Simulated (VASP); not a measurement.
Write the native input for VASP 6.6.1 that does the following.

- Task: relaxation of cell and atoms
- Functional: LDA
- Potentials or basis: VASP PAW LDA potentials, release 64 (Ir)
- Cutoff: 600 eV
- k mesh: 18 × 18 × 18
- Occupations: methfessel-paxton, width 0.1 eV
- Spin: no spin polarisation
- Further INCAR settings: ALGO = Normal; EDIFF = 1e-06; IBRION = 2; EDIFFG = -0.005; NSW = 60; ISIF = 3

The structure of Ir lies in POSCAR:

```
Ir
1.0
    0.0000000000      1.9150000000      1.9150000000
    1.9150000000      0.0000000000      1.9150000000
    1.9150000000      1.9150000000      0.0000000000
Ir
1
Direct
    0.0000000000      0.0000000000      0.0000000000
```

The cell was built by a generator and needn't be a form met in nature.

One way to write it, as run:

INCAR

```
PREC = Accurate
ENCUT = 600
EDIFF = 1E-6
ISMEAR = 1
SIGMA = 0.1
LREAL = F
LASPH = T
NELM = 120
ALGO = Normal
ISIF = 3
LWAVE = F
LCHARG = F
GGA = CA
IBRION = 2
NSW = 60
EDIFFG = -0.005
```

KPOINTS

```
Automatic mesh
0
Gamma
  18 18 18
```

Potentials or basis: VASP PAW LDA potentials, release 64 (Ir).

Run with:

```bash
$ cat potpaw_LDA.64/Ir/POTCAR > POTCAR
$ mpirun -np 1 vasp_std > vasp.out
```

It gave:

| Quantity | Value |
| --- | --- |
| Relaxed volume | 13.93 Å³/atom |
| Relaxed cell | a = 2.701 Å, b = 2.701 Å, c = 2.701 Å, α = 60.00°, β = 60.00°, γ = 60.00° |
| Space group after relaxing (to 0.05 Å) | Fm-3m (No. 225) |
| Energy gained by relaxing | 1.3 meV/atom |
| Ionic steps | 3 |
| Pressure after relaxing | -0.1 GPa |
| Band gap on the k mesh | none (metal or under the smearing width) |

Run time: 30 s on 1 thread of Intel(R) Xeon(R) Platinum 8259CL CPU @ 2.50GHz (Skylake/Cascade Lake), with other jobs on the host, peak memory 0.18 GiB.
